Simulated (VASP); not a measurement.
# SiC, energy and pressure at two fixed cells: which settings are enough?

SiC, R3m (no. 160), 2 atoms in the cell. PW86R exchange with PBE correlation; PAW potentials Si, C (PBE set). VASP 6.6.1.

Wanted: energy difference within 1 meV/atom; pressure within 0.1 GPa; forces within 0.005 eV/Å; gap on the mesh within 0.01 eV.

Second cell: the given cell, volume scaled by 1.03.

The series start from ENCUT (eV): 520; k mesh: 7 x 7 x 7; PREC and ADDGRID: Accurate; LASPH: yes; EDIFF (eV): 1e-7; ALGO and mixing: Normal; LREAL: no; GGA_COMPAT: no. Each series keeps the choices made before it, and each single choice may use up half of a tolerance. Times cover all steps of a run.

## ENCUT (eV)

| ENCUT (eV) | Energy difference (meV/atom) | Pressure (GPa) | Forces, largest deviation (eV/Å) | Gap on the mesh (eV) | Time (s) |
|---|---|---|---|---|---|
| 300 | -21.7 | -0.97 | 0.0061 | 1.752 | 7.9 |
| 350 | -20.3 | 3.88 | 0.0041 | 1.768 | 8.2 |
| 400 | -20.8 | 6.22 | 0.0008 | 1.754 | 7.8 |
| 450 | -20.4 | 7.24 | 0.0002 | 1.760 | 8.6 |
| 520 | -20.4 | 7.44 | 0.0002 | 1.760 | 11 |
| 600 | -20.4 | 7.31 | 0.0002 | 1.760 | 15 |
| 700 | -20.3 | 7.27 | 0.0002 | 1.761 | 15 |
| 800 | -20.3 | 7.35 | 0.0001 | 1.761 | 16 |
| 900 | -20.3 | 7.41 | 0.0000 | 1.761 | 20 |
| 1000 | -20.3 | 7.41 | 0.0000 | 1.761 | 18 |
| 1200 (reference) | -20.3 | 7.39 | 0.0000 | 1.761 | 28 |

Chosen: 800, the loosest value from which every tighter one stays within half of the tolerance.

## k mesh

| k mesh | Energy difference (meV/atom) | Pressure (GPa) | Forces, largest deviation (eV/Å) | Gap on the mesh (eV) | Time (s) |
|---|---|---|---|---|---|
| 4 x 4 x 4 | -20.9 | 7.65 | 0.0032 | 1.486 | 8.9 |
| 5 x 5 x 5 | -20.4 | 7.43 | 0.0012 | 1.970 | 10 |
| 7 x 7 x 7 | -20.3 | 7.35 | 0.0002 | 1.761 | 16 |
| 9 x 9 x 9 | -20.3 | 7.34 | 0.0000 | 1.671 | 27 |
| 12 x 12 x 12 (reference) | -20.3 | 7.34 | 0.0000 | 1.530 | 50 |

Chosen: 12 x 12 x 12; the next looser run is off by more than half of the tolerance, so convergence isn't shown beyond this value.

## PREC and ADDGRID

| PREC and ADDGRID | Energy difference (meV/atom) | Pressure (GPa) | Forces, largest deviation (eV/Å) | Gap on the mesh (eV) | Time (s) |
|---|---|---|---|---|---|
| Low | -20.2 | 7.33 | 0.0001 | 1.530 | 23 |
| Normal | -20.3 | 7.34 | 0.0000 | 1.530 | 24 |
| Accurate | -20.3 | 7.34 | 0.0000 | 1.530 | 50 |
| Accurate, ADDGRID (reference) | -20.3 | 7.34 | 0.0000 | 1.530 | 58 |

Chosen: Low.

## LASPH

| LASPH | Energy difference (meV/atom) | Pressure (GPa) | Forces, largest deviation (eV/Å) | Gap on the mesh (eV) | Time (s) |
|---|---|---|---|---|---|
| no | -20.2 | 7.33 | 0.0012 | 1.530 | 23 |
| yes (reference) | -20.2 | 7.33 | 0.0000 | 1.530 | 23 |

Chosen: no.

## EDIFF (eV)

| EDIFF (eV) | Energy difference (meV/atom) | Pressure (GPa) | Forces, largest deviation (eV/Å) | Gap on the mesh (eV) | Time (s) |
|---|---|---|---|---|---|
| 0.0001 | -20.2 | 7.35 | 0.0002 | 1.531 | 19 |
| 1e-5 | -20.2 | 7.33 | 0.0000 | 1.530 | 19 |
| 1e-6 | -20.2 | 7.33 | 0.0001 | 1.530 | 20 |
| 1e-7 | -20.2 | 7.33 | 0.0000 | 1.530 | 23 |
| 1e-8 (reference) | -20.2 | 7.33 | 0.0000 | 1.530 | 24 |

Chosen: 0.0001.

## ALGO and mixing

| ALGO and mixing | Energy difference (meV/atom) | Pressure (GPa) | Forces, largest deviation (eV/Å) | Gap on the mesh (eV) | Time (s) |
|---|---|---|---|---|---|
| Normal | -20.2 | 7.35 | 0.0000 | 1.531 | 19 |
| Fast | -20.2 | 7.31 | 0.0003 | 1.528 | 18 |
| All | -20.2 | 7.35 | 0.0001 | 1.530 | 17 |
| Damped, TIME 0.4 | -20.2 | 7.30 | 0.0004 | 1.540 | 23 |

Chosen: Normal; no other choice that stays within half of the tolerance saves 30 % of the time.

## LREAL

| LREAL | Energy difference (meV/atom) | Pressure (GPa) | Forces, largest deviation (eV/Å) | Gap on the mesh (eV) | Time (s) |
|---|---|---|---|---|---|
| no | -20.2 | 7.35 | 0.0000 | 1.531 | 19 |
| Auto | -16.4 | 5.69 | 0.0947 | 1.528 | 22 |

Chosen: no.

## GGA_COMPAT

| GGA_COMPAT | Energy difference (meV/atom) | Pressure (GPa) | Forces, largest deviation (eV/Å) | Gap on the mesh (eV) | Time (s) |
|---|---|---|---|---|---|
| no | -20.2 | 7.35 | 0.0000 | 1.531 | 19 |
| yes | -20.2 | 7.35 | 0.0000 | 1.531 | 21 |

Chosen: no.

## All choices together

| Input | Energy difference (meV/atom) | Pressure (GPa) | Forces, largest deviation (eV/Å) | Gap on the mesh (eV) | Time (s) |
|---|---|---|---|---|---|
| program defaults, coarse mesh (naive) | -20.5 | 6.37 | 0.0011 | 1.963 | 2.6 |
| chosen settings | -20.2 | 7.35 | 0.0016 | 1.531 | 19 |
| reference settings throughout | -20.2 | 7.38 | 0.0000 | 1.530 | 143 |

The chosen settings stay within the tolerance of the reference run, but the reference itself isn't shown to be converged in: k mesh.

Values of the reference run: Forces: 0.6105, 0.6105, 0.6105, -0.6105, -0.6105, -0.6105 eV/Å.

## The input

INCAR:
```
SYSTEM = SiC
  ALGO = Normal
  EDIFF = 1E-4
  ENCUT = 800
  GGA = ML
  GGA_COMPAT = .False.
  ISIF = 2
  ISMEAR = 0
  KPAR = 2
  LASPH = .False.
  LCHARG = .False.
  LREAL = .False.
  LWAVE = .False.
  NBANDS = 11
  NELM = 150
  PREC = Low
  SIGMA = 0.02
```

KPOINTS:
```
Automatic mesh
0
Gamma
  12 12 12
  0 0 0
```

POSCAR.step1:
```
SiC
1.0
    0.0000000000      2.2005756606      2.2005756606
    2.2005756606      0.0000000000      2.2005756606
    2.2005756606      2.2005756606      0.0000000000
Si C
1 1
Direct
    0.0000000000      0.0000000000      0.0000000000
    0.7500000000      0.7500000000      0.7500000000
```

POSCAR.step2:
```
SiC
1.0
    0.0000000000      2.1790000000      2.1790000000
    2.1790000000      0.0000000000      2.1790000000
    2.1790000000      2.1790000000      0.0000000000
Si C
1 1
Direct
    0.0000000000      0.0000000000      0.0000000000
    0.7566240300      0.7566240300      0.7566240300
```

Commands (each step's output is kept before the next begins):
```
cat potpaw_PBE.64/Si/POTCAR potpaw_PBE.64/C/POTCAR > POTCAR
cp POSCAR.step1 POSCAR
mpirun -np 2 vasp_std > vasp.out
rm WAVECAR CHG
cp POSCAR.step2 POSCAR
mpirun -np 2 vasp_std > vasp.out
```

Limits: One atom is displaced by 0.05 Å on purpose; pressure, forces and gap belong to that cell (POSCAR.step2), and the energy difference is that of POSCAR.step1 less this one, displacement or strain included.

The chosen input took VASP 6.6.1 19 s on 2 cores (Intel Xeon Platinum 8259CL @ 2.50GHz (Skylake/Cascade Lake)), a shared host.

## An input that fails: cutoff far too low

It runs to its end, but against the unchanged starting input it is off by 38.3 meV/atom in the energy difference, 39.30 GPa in the pressure, 0.0251 eV/Å in the forces, 1.185 eV in the gap on the mesh.

Changes against the starting input:
```
(all steps)
- ENCUT = 520
+ ENCUT = 150
```
